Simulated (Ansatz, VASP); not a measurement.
GaP in VASP and in Ansatz

```
Ga P
1.0
     0.00000    2.72525    2.64349
     2.72525    0.00000    2.64349
     2.72525    2.72525    0.00000
Ga P
1 1
Direct
  0.00000 0.00000 0.00000
  0.25000 0.25000 0.25000
```

Change from the starting cell: z stretched by -3 %, ions relaxed.

Alike in both runs: functional PBE; k mesh 14 × 14 × 14; occupations fermi-dirac, width 0.02 eV; no spin polarisation.

Ansatz relaxed the structure, and its values are those at the end. VASP's run is a single point on that final structure, the one shown.

```csv
,VASP,Ansatz
version,VASP 6.6.1,Ansatz 0.2.0
potentials or method,"VASP PAW PBE potentials, release 64 (Ga_d, P)","plane-wave PAW, scalar-relativistic"
plane-wave cutoff (eV),520,420
valence electrons in the cell,18,18
```

Ansatz gave:

```
gap on the k mesh at the Fermi level (eV) : 1.25
pressure (GPa)                            : 5.3
```

**Question.** Estimate VASP's values.

**Answer.** gap on the k mesh at the Fermi level (eV): 1.25; pressure (GPa): 5.2.

Ansatz warned: «stress_scf_threshold_loose».

A k mesh can miss the band edges.
